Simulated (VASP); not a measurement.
Crystal: Te.

```
CELL_PARAMETERS angstrom
4.60135 0.00000 0.00000
-2.30068 3.98489 0.00000
0.00000 0.00000 5.90006
ATOMIC_POSITIONS crystal
Te 0.25670 0.00000 0.33333
Te 0.00000 0.25670 0.66667
Te 0.74330 0.74330 0.00000
```

```yaml
Program: VASP 6.6.1
Task: relaxation of cell and atoms
Functional: PBE
Potentials_or_basis: VASP PAW PBE potentials, release 64 (Te)
Cutoff: 600 eV
k_mesh: 9 × 9 × 6
Occupations: gaussian, width 0.1 eV
Spin: no spin polarisation
```

At the start: pressure 0.6 GPa; volume 36.06 Å³/atom.

Problem. How do energy, volume and symmetry change on relaxing?

Solution. Over 11 steps the energy falls by 5.1 meV/atom and the volume is 35.02 Å³/atom (-2.9 %); space group P3_121 (No. 152, to 0.05 Å).

Step by step:
```
step  energy change (eV)  largest force (eV/Å)  pressure (GPa)  volume (Å³)
   1              0.0000                0.2184            0.56       108.18
   2             -0.0040                0.0282           -0.56       110.15
   3             -0.0050                0.0846           -0.23       109.53
   4             -0.0070                0.0756           -0.20       109.04
   5             -0.0117                0.0504           -0.09       107.56
   6             -0.0142                0.0073            0.24       104.63
   7             -0.0145                0.0174            0.15       105.34
   8             -0.0138                0.0626           -0.39       105.81
   9             -0.0149                0.0137           -0.06       105.52
  10             -0.0151                0.0059           -0.01       105.22
  11             -0.0152                0.0018            0.01       105.06
```

Final structure:
```cif
data_structure
_symmetry_space_group_name_H-M 'P 1'
_symmetry_Int_Tables_number 1
_cell_length_a 4.5135
_cell_length_b 4.5135
_cell_length_c 5.9551
_cell_angle_alpha 90.000
_cell_angle_beta 90.000
_cell_angle_gamma 120.000
_cell_volume 105.06
loop_
_atom_site_label
_atom_site_type_symbol
_atom_site_fract_x
_atom_site_fract_y
_atom_site_fract_z
_atom_site_occupancy
Te1 Te 0.26913 0.00000 0.33333 1
Te2 Te 0.00000 0.26913 0.66667 1
Te3 Te 0.73087 0.73087 0.00000 1
```
